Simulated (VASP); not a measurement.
**BP in VASP: relaxing the cell with several functionals**

One table from this session's results is given with a row withheld; the runs are named, their logs left out.

Program: VASP 6.6.1. PAW datasets, plane waves, zero pressure. No spin polarisation. The prototype was imposed, so other structures may be more stable.

## Starting point

The symmetry is Fm-3m (No. 225, cubic); conventional cell a = 4.059 Å, 8.36 Å³ an atom. Around B lie 6 P at 2.03 Å; around P lie 6 B at 2.03 Å.

Structure file:

```
CELL_PARAMETERS angstrom
0.00000 2.02926 2.02926
2.02926 0.00000 2.02926
2.02926 2.02926 0.00000
ATOMIC_POSITIONS crystal
B 0.00000 0.00000 0.00000
P 0.50000 0.50000 0.50000
```

Set-up of the first run:

INCAR reads:

```
ENCUT = 600.000000
SIGMA = 0.020000
EDIFF = 1.00e-07
EDIFFG = -5.00e-03
GGA = PE
PREC = Accurate
IBRION = 2
ISIF = 3
ISMEAR = -1
NBANDS = 11
NELM = 120
NSW = 40
LASPH = .TRUE.
LCHARG = .FALSE.
LWAVE = .FALSE.
LREAL = .FALSE.
```

KPOINTS reads:

```
KPOINTS created by Atomic Simulation Environment
0
Gamma
10 10 10
0 0 0
```

POSCAR reads:

```
B  P
 1.0000000000000000
     0.0000000000000000    2.0292550000000000    2.0292550000000000
     2.0292550000000000    0.0000000000000000    2.0292550000000000
     2.0292550000000000    2.0292550000000000    0.0000000000000000
 B   P
   1   1
Cartesian
  0.0000000000000000  0.0000000000000000  0.0000000000000000
  2.0292550000000000  2.0292550000000000  2.0292550000000000
```

Potentials: the recommended PBE PAW datasets, 8 valence electrons in the neutral cell.

On the command line:

```sh
$ mpirun -np 1 vasp_std
```

Steps of the session up to this table: PBE: cell and atoms; r2SCAN: cell and atoms; Relaxing with PBEsol; LDA: cell and atoms.

One table of the session follows, with a row left open; its other results are not shown here.

```
 level  a (Å)  volume (Å³/atom)  Ansatz: volume (Å³/atom)
   PBE      ?                 ?                         ?
r2SCAN  4.307             9.990                    10.014
PBEsol  4.282             9.811                     9.802
   LDA  4.256             9.635                     9.637
```

Q: Estimate the row for PBE from the others.

The run gave: a (Å): 4.310; volume (Å³/atom): 10.008; Ansatz: volume (Å³/atom): 10.025. In the column «a (Å)» it is the highest.

The volume spreads over 3.9 %, from LDA to PBE. LDA's volume lies 3.7 % below PBE's. The two programs differ by at most 0.24 % in volume, much less than the spread of the functionals. The two codes have different PAW datasets and cutoffs. LDA means the Perdew–Zunger form in VASP and the Perdew–Wang form in Ansatz.
